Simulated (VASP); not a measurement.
# Which magnetic order does Dysprosium take?, part 2 of 3

Aim: compare collinear orders of Dysprosium. The start is a cell from a database of measured crystal structures.

VASP 6.6.1, plane waves and PAW; the level of theory is named at each step.

Still holding for the runs below: The magnetic state follows from one typed start and may not be the lowest. The k-mesh is coarse for a metal. Without U or exact exchange the f electrons of Dy come out too delocalised, which can shrink the cell and pin f bands at the Fermi level.

So far, largest spin moment in the PAW sphere (μB): step 2 (magnetic order, start order fm, signs ++++) 4.67.

### 3. Magnetic order, start order AFM 1, signs ++--

This step: PBE, spin-polarised, from moments of both signs; plane waves and PAW (Dy) (VASP 6.6.1).

File INCAR:

```
SYSTEM = Dy
PREC = Accurate
ENCUT = 410
EDIFF = 1E-06
NELM = 150
ISMEAR = 0
SIGMA = 0.1
LREAL = .FALSE.
ALGO = Normal
GGA = PE
NBANDS = 58
ISPIN = 2
MAGMOM = 5 5 -5 -5
LASPH = .TRUE.
LMAXMIX = 6
AMIX = 0.2
BMIX = 1E-04
AMIX_MAG = 0.8
BMIX_MAG = 1E-04
LORBIT = 11
LWAVE = .FALSE.
LCHARG = .TRUE.
```

File POSCAR:

```
Dy
1.0
    7.1806000000      0.0000000000      0.0000000000
   -1.7951500000      3.1092910072      0.0000000000
    0.0000000000      0.0000000000      5.6475000000
Dy
4
Direct
    0.3333333334      0.3333333333      0.7500000000
    0.8333333334      0.3333333333      0.7500000000
    0.1666666667      0.6666666667      0.2500000000
    0.6666666667      0.6666666667      0.2500000000
```

File KPOINTS:

```
Automatic mesh
0
Gamma
6 6 3
0 0 0
```

The projector-augmented-wave data sets are Dy (PBE family, release 64).

Run with:

```
$ mpirun -np 1 vasp_std
```

Output:

```text
[... set-up lines as in an earlier step ...]
 entering main loop
       N       E                     dE             d eps       ncg     rms          rms(c)
DAV:   1     0.815468772082E+03    0.81547E+03   -0.17146E+04 10346   0.552E+03
DAV:   2     0.248996567316E+03   -0.56647E+03   -0.47205E+03 11736   0.888E+02
DAV:   3     0.285904350043E+02   -0.22041E+03   -0.20750E+03  9072   0.282E+02
DAV:   4    -0.149733117526E+02   -0.43564E+02   -0.40799E+02 12068   0.126E+02
DAV:   5    -0.263130963065E+02   -0.11340E+02   -0.11035E+02 14378   0.647E+01    0.105E+02
DAV:   6    -0.411437952840E+02   -0.14831E+02   -0.66896E+01 10688   0.174E+02    0.176E+02
DAV:   7    -0.395866032270E+02    0.15572E+01   -0.10652E+01 13624   0.240E+01    0.123E+02
DAV:   8    -0.299055482849E+02    0.96811E+01   -0.56474E+01  9144   0.522E+01    0.526E+01
DAV:   9    -0.309741132825E+02   -0.10686E+01   -0.36390E+00 14800   0.178E+01    0.505E+01
DAV:  10    -0.313572525790E+02   -0.38314E+00   -0.11344E+00 14768   0.114E+01    0.377E+01
DAV:  11    -0.315053559267E+02   -0.14810E+00   -0.27589E-01 14712   0.744E+00    0.168E+01
DAV:  12    -0.313190466843E+02    0.18631E+00   -0.92322E-01 12200   0.175E+01    0.158E+01
DAV:  13    -0.314501937996E+02   -0.13115E+00   -0.21271E-01 14544   0.503E+00    0.126E+01
DAV:  14    -0.315166095243E+02   -0.66416E-01   -0.62921E-02 13120   0.485E+00    0.919E+00
DAV:  15    -0.316322661606E+02   -0.11566E+00   -0.87959E-02 11648   0.670E+00    0.539E+00
DAV:  16    -0.316819643183E+02   -0.49698E-01   -0.58139E-02 14672   0.370E+00    0.544E+00
DAV:  17    -0.316689962944E+02    0.12968E-01   -0.18564E-02 14088   0.853E-01    0.545E+00
DAV:  18    -0.316629289162E+02    0.60674E-02   -0.15226E-03 14592   0.357E-01    0.549E+00
DAV:  19    -0.316670479076E+02   -0.41190E-02   -0.38820E-04 13136   0.496E-01    0.554E+00
DAV:  20    -0.316707573107E+02   -0.37094E-02   -0.67161E-04 11176   0.741E-01    0.585E+00
DAV:  21    -0.317018561364E+02   -0.31099E-01   -0.52649E-02 10800   0.753E+00    0.637E+00
DAV:  22    -0.317009660809E+02    0.89006E-03   -0.11655E-01 13304   0.127E+01    0.715E+00
DAV:  23    -0.317120932159E+02   -0.11127E-01   -0.44785E-02 13184   0.747E+00    0.554E+00
DAV:  24    -0.317150886218E+02   -0.29954E-02   -0.92797E-03 13712   0.251E+00    0.544E+00
DAV:  25    -0.317138899813E+02    0.11986E-02   -0.47601E-03 13752   0.288E+00    0.491E+00
DAV:  26    -0.317125781061E+02    0.13119E-02   -0.43791E-03 13680   0.281E+00    0.418E+00
DAV:  27    -0.317123165991E+02    0.26151E-03   -0.29460E-03 14768   0.133E+00    0.391E+00
DAV:  28    -0.317126174354E+02   -0.30084E-03   -0.10121E-03 14648   0.105E+00    0.391E+00
DAV:  29    -0.317130019245E+02   -0.38449E-03   -0.47312E-04 14672   0.720E-01    0.381E+00
DAV:  30    -0.317127437115E+02    0.25821E-03   -0.45397E-04 14192   0.655E-01    0.363E+00
DAV:  31    -0.317133124191E+02   -0.56871E-03   -0.49002E-04 13278   0.104E+00    0.339E+00
DAV:  32    -0.317133320832E+02   -0.19664E-04   -0.15355E-04 14672   0.195E-01    0.327E+00
DAV:  33    -0.317133240447E+02    0.80384E-05   -0.55217E-05 14736   0.133E-01    0.320E+00
DAV:  34    -0.317133565000E+02   -0.32455E-04   -0.38522E-05 12812   0.226E-01    0.310E+00
DAV:  35    -0.317133651707E+02   -0.86707E-05   -0.26377E-05 14388   0.586E-02    0.295E+00
DAV:  36    -0.317133637993E+02    0.13713E-05   -0.36710E-06  6748   0.467E-02    0.286E+00
DAV:  37    -0.317133726122E+02   -0.88129E-05   -0.60445E-06  9302   0.106E-01    0.270E+00
DAV:  38    -0.317134025465E+02   -0.29934E-04   -0.84721E-06 10976   0.133E-01    0.246E+00
DAV:  39    -0.317133930391E+02    0.95074E-05   -0.10284E-05 11998   0.132E-01    0.230E+00
DAV:  40    -0.317133531110E+02    0.39928E-04   -0.24454E-05 10072   0.288E-01    0.212E+00
DAV:  41    -0.317133404661E+02    0.12645E-04   -0.79634E-06  8200   0.871E-02    0.199E+00
DAV:  42    -0.317133445826E+02   -0.41165E-05   -0.99427E-06 11106   0.401E-02    0.184E+00
DAV:  43    -0.317133415496E+02    0.30330E-05   -0.13996E-06  4948   0.311E-02    0.173E+00
DAV:  44    -0.317133420764E+02   -0.52676E-06   -0.17678E-06  5246   0.384E-02
   1 F= -.31713342E+02 E0= -.31666087E+02  d E =-.945104E-01  mag=     0.0000
```

The job ended after 9.8 min (1 MPI rank of Intel Xeon 6975P-C (Granite Rapids), shared host; peak memory 0.4 GiB).

OUTCAR, selected parts (step 3):

```text
 Found     32 irreducible k-points:

   NELECT =      80.0000    total number of electrons

 E-fermi :   2.7453

 spin component 1
 k-point     1 :       0.0000    0.0000    0.0000
  band No.  band energies     occupation
    ...
     37       2.5604      0.99554
     38       2.6036      0.97741
     39       2.6105      0.97169
     40       2.6258      0.95449
     41       2.6906      0.78028
     42       3.1044      0.00000
     43       3.3945      0.00000
     44       3.4080      0.00000
     45       3.4800      0.00000
     46       3.5212      0.00000
    ...

 k-point     2 :       0.1667    0.0000    0.0000
  band No.  band energies     occupation
    ...
     37       2.5614      0.99534
     38       2.5958      0.98276
     39       2.6063      0.97533
     40       2.6484      0.91467
     41       2.6754      0.83843
     42       3.1533      0.00000
     43       3.3990      0.00000
     44       3.4131      0.00000
     45       3.4736      0.00000
     46       3.5094      0.00000
    ...

 k-point     3 :       0.3333    0.0000    0.0000
  band No.  band energies     occupation
    ...
     36       2.4817      0.99990
     37       2.5676      0.99402
     38       2.5839      0.98876
     39       2.5950      0.98321
     40       2.6460      0.91994
     41       2.7600      0.41738
     42       3.2655      0.00000
     43       3.4122      0.00000
     44       3.4282      0.00000
     45       3.4558      0.00000
    ...

 k-point     4 :       0.5000    0.0000    0.0000
  band No.  band energies     occupation
    ...
     36       2.4630      0.99997
     37       2.5829      0.98917
     38       2.5829      0.98917
     39       2.5966      0.98223
     40       2.5966      0.98223
     41       3.1249      0.00000
     42       3.1249      0.00000
     43       3.4326      0.00000
     44       3.4326      0.00000
     45       3.4341      0.00000
    ...

  Total        1.0062761      0.7761146      1.6361909      0.1993257     -0.0000000      0.0000000
  in kB       12.7864331      9.8618432     20.7905607      2.5327692     -0.0000000      0.0000000
  external PRESSURE =      14.4796123 kB  Pullay stress =       0.0000000 kB

 POSITION                                       TOTAL-FORCE (eV/Angst)
 -----------------------------------------------------------------------------------
      1.79515      1.03643      4.23562         0.027221      0.015716     -0.000000
      5.38545      1.03643      4.23562         0.027221      0.015716     -0.000000
      0.00000      2.07286      1.41187        -0.027221     -0.015716      0.000000
      3.59030      2.07286      1.41187        -0.027221     -0.015716      0.000000
 -----------------------------------------------------------------------------------
    total drift:                               -0.000001      0.000002     -0.000001

  FREE ENERGIE OF THE ION-ELECTRON SYSTEM (eV)
  ---------------------------------------------------
  free  energy   TOTEN  =       -31.7133420764 eV

  energy  without entropy=      -31.6188316551  energy(sigma->0) =      -31.66608687

 total charge
# of ion       s       p       d       f       tot
--------------------------------------------------
    1        2.166   5.804   0.517   9.298  17.784
    2        2.166   5.804   0.517   9.298  17.784
    3        2.166   5.804   0.517   9.298  17.784
    4        2.166   5.804   0.517   9.298  17.784
--------------------------------------------------
tot          8.664  23.214   2.066  37.191  71.136

 magnetization (x)
# of ion       s       p       d       f       tot
--------------------------------------------------
    1        0.013  -0.053   0.077   4.547   4.584
    2        0.013  -0.053   0.077   4.547   4.584
    3       -0.013   0.053  -0.077  -4.547  -4.584
    4       -0.013   0.053  -0.077  -4.547  -4.584
--------------------------------------------------
tot          0.000   0.000   0.000   0.000   0.000

[... 9 parts as in an earlier step ...]

[... 4 further parts left out ...]
```

Numbers from this step:

```
electronic cycles       : 44
free energy (TOTEN)     : -31.71 eV
energy at zero smearing : -31.67 eV
Fermi energy            : 2.745 eV
```

Spin moment in the PAW sphere by atom:

```
atom  spin moment in the PAW sphere (μB)
 Dy1                                4.58
 Dy2                                4.58
 Dy3                               -4.58
 Dy4                               -4.58
```

Spin density in the ac plane at fractional y = 0.333, with atoms of Dy within 0.2 Å of it.

Ten even steps from '_' (0.0 e/Å³) to '@' (6.3 e/Å³), each cell a mean:
```
________________________________________
________________________________________
__________::**++::____________::**++::__
__________==@@@@--____________==@@@@--__
__________::++++::____________::++++::__
________________________________________
________________________________________
________________________________________
________________________________________
________________________________________
________________________________________
________________________________________
________________________________________
________________________________________
________________________________________
```
Columns run along a (7.2 Å), rows up along c (5.6 Å). Atoms in or near the plane, at fractional coordinates: Dy at (0.33, 0.75), Dy at (0.83, 0.75).

Valence density in the ac plane at fractional y = 0.333, with atoms of Dy within 0.2 Å of it. It is the smooth field of the valence electrons, not physical close to the nuclei.

Values in e/Å³, 8 rows by 16 columns, each cell a mean:
```
 0  0  0  0  1  2  1  0  0  0  0  0  1  2  1  0
 0  0  0  1  7 12  8  1  0  0  0  1  7 12  8  1
 0  0  0  1  5  9  6  1  0  0  0  1  5  9  6  1
 0  0  0  0  0  1  0  0  0  0  0  0  0  1  0  0
 0  0  0  0  0  0  0  0  0  0  0  0  0  0  0  0
 0  0  0  0  0  0  0  0  0  0  0  0  0  0  0  0
 0  0  0  0  0  0  0  0  0  0  0  0  0  0  0  0
 0  0  0  0  0  0  0  0  0  0  0  0  0  0  0  0
```
Columns run along a (7.2 Å), rows up along c (5.6 Å). Atoms in or near the plane, at fractional coordinates: Dy at (0.33, 0.75), Dy at (0.83, 0.75).

EDIFF was met while the residual of the charge density, rms(c), still stood at 0.2, so the density had not settled and the numbers of this run are doubtful.

The largest moment at the end is 4.58 μB, and the moments of the cell sum to 0.00 μB.

### 4. Magnetic order, start order AFM 2, signs +--+

INCAR, as its differences from that of step 3:

```diff
@@ -12,3 +12,3 @@
 ISPIN = 2
-MAGMOM = 5 5 -5 -5
+MAGMOM = 5 -5 -5 5
 LASPH = .TRUE.
@@ -21,2 +21,2 @@
 LWAVE = .FALSE.
-LCHARG = .TRUE.
+LCHARG = .FALSE.
```

POSCAR is that of step 3.

KPOINTS is that of step 3.

Run with:

```
$ mpirun -np 1 vasp_std
```

Output:

```text
[... set-up lines as in an earlier step ...]
 entering main loop
       N       E                     dE             d eps       ncg     rms          rms(c)
DAV:   1     0.818295705571E+03    0.81830E+03   -0.17112E+04 10412   0.546E+03
DAV:   2     0.249072711080E+03   -0.56922E+03   -0.47459E+03 11688   0.883E+02
DAV:   3     0.278750708468E+02   -0.22120E+03   -0.20838E+03  9056   0.278E+02
DAV:   4    -0.150249827901E+02   -0.42900E+02   -0.40023E+02 12082   0.126E+02
[...]
DAV:  40    -0.317065332858E+02    0.13213E-05   -0.26806E-06  6374   0.508E-02    0.804E-01
DAV:  41    -0.317065310297E+02    0.22561E-05   -0.38757E-06  7258   0.776E-02    0.476E-01
DAV:  42    -0.317065309150E+02    0.11473E-06   -0.50833E-06  7682   0.417E-02
   1 F= -.31706531E+02 E0= -.31658147E+02  d E =-.967671E-01  mag=    -0.0000
```

The job ended after 8.9 min (1 MPI rank; peak memory 0.4 GiB).

Parts of OUTCAR (step 4):

```text
  Total        0.6825118      0.3946138      1.5388251      0.2493270      0.0000000      0.0000000
  in kB        8.6724616      5.0142325     19.5533640      3.1681194      0.0000000      0.0000000
  external PRESSURE =      11.0800194 kB  Pullay stress =       0.0000000 kB

 POSITION                                       TOTAL-FORCE (eV/Angst)
 -----------------------------------------------------------------------------------
      1.79515      1.03643      4.23562         0.027591      0.015930     -0.000000
      5.38545      1.03643      4.23562         0.027591      0.015930     -0.000000
      0.00000      2.07286      1.41187        -0.027591     -0.015930      0.000000
      3.59030      2.07286      1.41187        -0.027591     -0.015930      0.000000
 -----------------------------------------------------------------------------------
    total drift:                               -0.000001      0.000002     -0.000001

  FREE ENERGIE OF THE ION-ELECTRON SYSTEM (eV)
  ---------------------------------------------------
  free  energy   TOTEN  =       -31.7065309150 eV

  energy  without entropy=      -31.6097637731  energy(sigma->0) =      -31.65814734

 magnetization (x)
# of ion       s       p       d       f       tot
--------------------------------------------------
    1        0.015  -0.054   0.073   4.547   4.580
    2       -0.015   0.054  -0.073  -4.547  -4.580
    3       -0.015   0.054  -0.073  -4.547  -4.580
    4        0.015  -0.054   0.073   4.547   4.580
--------------------------------------------------
tot          0.000   0.000   0.000   0.000   0.000

[... 2 parts as in an earlier step ...]

[... 1 further part left out ...]
[key lines of the parts left out:]
E-fermi :   2.7609
```

EDIFF was met while the residual of the charge density, rms(c), still stood at 0.05, so the density had not settled and the numbers of this run are doubtful.

The largest moment at the end is 4.58 μB, and the moments of the cell sum to 0.00 μB.

### 5. Magnetic order, start order AFM 3, signs +-+-

INCAR, as its differences from that of step 4:

```diff
@@ -12,3 +12,3 @@
 ISPIN = 2
-MAGMOM = 5 -5 -5 5
+MAGMOM = 5 -5 5 -5
 LASPH = .TRUE.
```

POSCAR is that of step 4.

KPOINTS is that of step 4.

Run with:

```
$ mpirun -np 1 vasp_std
```

Output:

```text
[... set-up lines as in an earlier step ...]
 entering main loop
       N       E                     dE             d eps       ncg     rms          rms(c)
DAV:   1     0.820748614190E+03    0.82075E+03   -0.17099E+04 10388   0.552E+03
DAV:   2     0.249392719326E+03   -0.57136E+03   -0.47764E+03 11784   0.895E+02
DAV:   3     0.283909272320E+02   -0.22100E+03   -0.20855E+03  9038   0.281E+02
DAV:   4    -0.149406208724E+02   -0.43332E+02   -0.40398E+02 12130   0.125E+02
[...]
DAV:  57    -0.317246528018E+02   -0.38489E-05   -0.16935E-05 12708   0.172E-01    0.815E-02
DAV:  58    -0.317246542780E+02   -0.14762E-05   -0.43016E-06  7464   0.529E-02    0.625E-02
DAV:  59    -0.317246547393E+02   -0.46129E-06   -0.15159E-06  5268   0.694E-02
   1 F= -.31724655E+02 E0= -.31673640E+02  d E =-.102029E+00  mag=    -0.0000
```

Run time: 13 min. Hardware: 1 MPI rank; peak memory 0.41 GiB.

From OUTCAR (step 5):

```text
  Total        0.5426789      0.8355354      1.3778206     -0.2536211     -0.0000000      0.0000000
  in kB        6.8956500     10.6168841     17.5075313     -3.2226833     -0.0000000      0.0000000
  external PRESSURE =      11.6733552 kB  Pullay stress =       0.0000000 kB

 POSITION                                       TOTAL-FORCE (eV/Angst)
 -----------------------------------------------------------------------------------
      1.79515      1.03643      4.23562        -0.048188     -0.027822      0.000000
      5.38545      1.03643      4.23562        -0.048188     -0.027822      0.000000
      0.00000      2.07286      1.41187         0.048188      0.027822      0.000000
      3.59030      2.07286      1.41187         0.048188      0.027822      0.000000
 -----------------------------------------------------------------------------------
    total drift:                               -0.000001      0.000002     -0.000001

  FREE ENERGIE OF THE ION-ELECTRON SYSTEM (eV)
  ---------------------------------------------------
  free  energy   TOTEN  =       -31.7246547393 eV

  energy  without entropy=      -31.6226256696  energy(sigma->0) =      -31.67364020

 magnetization (x)
# of ion       s       p       d       f       tot
--------------------------------------------------
    1        0.013  -0.051   0.071   4.539   4.572
    2       -0.013   0.051  -0.071  -4.539  -4.572
    3        0.013  -0.051   0.071   4.539   4.572
    4       -0.013   0.051  -0.071  -4.539  -4.572
--------------------------------------------------
tot          0.000   0.000   0.000   0.000   0.000

[... 2 parts as in an earlier step ...]

[... 1 further part left out ...]
[key lines of the parts left out:]
E-fermi :   2.7650
```

Spin moment in the PAW sphere by atom:

```
atom  spin moment in the PAW sphere (μB)
 Dy1                                4.57
 Dy2                               -4.57
 Dy3                                4.57
 Dy4                               -4.57
```

The largest moment at the end is 4.57 μB, and the moments of the cell sum to 0.00 μB.

### 6. Side by side

Times are for 1 MPI rank of Intel Xeon 6975P-C (Granite Rapids), shared host. Results by setting:

```
no.  start order  energy at zero smearing (eV)  moment of the cell, from the last line of the log (μB)     time  memory (GiB)
  1           fm                        -31.36                                                   19.59   12 min          0.41
  2        afm 1                        -31.67                                                       0  9.8 min           0.4
  3        afm 2                        -31.66                                                       0  8.9 min           0.4
  4        afm 3                        -31.67                                                       0   13 min          0.41
```

[end of part 2 of 3]

[Lines on the potential files, build, host, timing and source positions are cut from VASP's logs without a mark.]

[Logs are printed without paths, hosts, clocks, repeated set-up lines and the standing remarks that a program may print on its own settings, such as how far it seeks lower states.]

[Hosts, paths, dates, database ids (printed as entryN), source tags and the programs' standing remarks are cut or masked in the printed files.]

[In band tables of VASP the shares of atoms and orbitals are scaled to a sum of 1 inside the atoms' spheres.]

[Runs that stopped without an error message from VASP are left out.]
